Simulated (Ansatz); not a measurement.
The system is W.

```xyz
1
Lattice="0.0000 2.0300 2.0300 2.0300 0.0000 2.0300 2.0300 2.0300 0.0000" Properties=species:S:1:pos:R:3 pbc="T T T"
W     0.0000    0.0000    0.0000
```

This isn't the form of W at room conditions, which is bcc.

```yaml
Program: Ansatz 0.2.0
Task: relaxation of cell and atoms
Functional: BLYP
Dispersion: D3(BJ)
Potentials_or_basis: Ansatz PAW
Cutoff: "420 eV (not typed: the program's choice for these potentials)"
k_mesh: 11 × 11 × 11
Occupations: fermi-dirac, width 0.05 eV
Spin: no spin polarisation
```

At the start: volume 16.73 Å³/atom.

Where does the relaxation end?

It ends after 5 steps and the volume is 16.06 Å³/atom (-4.0 %); space group Fm-3m (No. 225, to 0.05 Å).

Step by step:
```csv
step,energy change (eV),largest force (eV/Å),volume (Å³)
1,0.0000,0.0000,16.73
2,-0.0242,0.0000,16.16
3,-0.0248,0.0000,16.05
4,-0.0248,0.0000,16.06
5,-0.0246,0.0000,16.06
```

Final structure:
```cif
data_structure
_symmetry_space_group_name_H-M 'P 1'
_symmetry_Int_Tables_number 1
_cell_length_a 2.8318
_cell_length_b 2.8318
_cell_length_c 2.8318
_cell_angle_alpha 60.000
_cell_angle_beta 60.000
_cell_angle_gamma 60.000
_cell_volume 16.06
loop_
_atom_site_label
_atom_site_type_symbol
_atom_site_fract_x
_atom_site_fract_y
_atom_site_fract_z
_atom_site_occupancy
W1 W 0.00000 0.00000 0.00000 1
```

Caveat: the plane-wave basis is chosen anew once the cell has moved, so the energies of steps on either side of that aren't comparable; pairwise dispersion overbinds metals, which lowers pressure and volume; the PAW data sets come from PBE, with cores solved anew for the run's functional, which leaves a small shift of forces and pressure.
